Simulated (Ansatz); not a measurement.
Bi in several cubic structure types, each at its own equilibrium volume.

The calculation used Ansatz, PBE, plane waves, PAW datasets (generated hard set).

Settings: cutoff 700 eV; no spin polarisation; Fermi–Dirac smearing of 0.0612 eV; k-meshes 19³ (fcc), 17³ (simple cubic).

(1) Rank the structures by energy per atom, lowest first.
A. fcc
B. simple cubic

(2) Give the equilibrium volume and bulk modulus of each.

Answers

(1) B (0.0 meV/atom), A (138 meV/atom).

(2) 
```tsv
structure	V₀ (Å³/atom)	B₀ (GPa)
fcc	31.79	51
simple cubic	35.19	46
```

Only these cubic types are compared here; the real ground state can be another structure or magnetic.

Model structures, not the usual forms at ambient conditions (metastable or hypothetical): Bi (fcc type), Bi (simple cubic type). The k-mesh is modest, so these values aren't fully converged in k. Spin–orbit coupling is left out, which matters for 6p elements such as Tl, Pb and Bi.
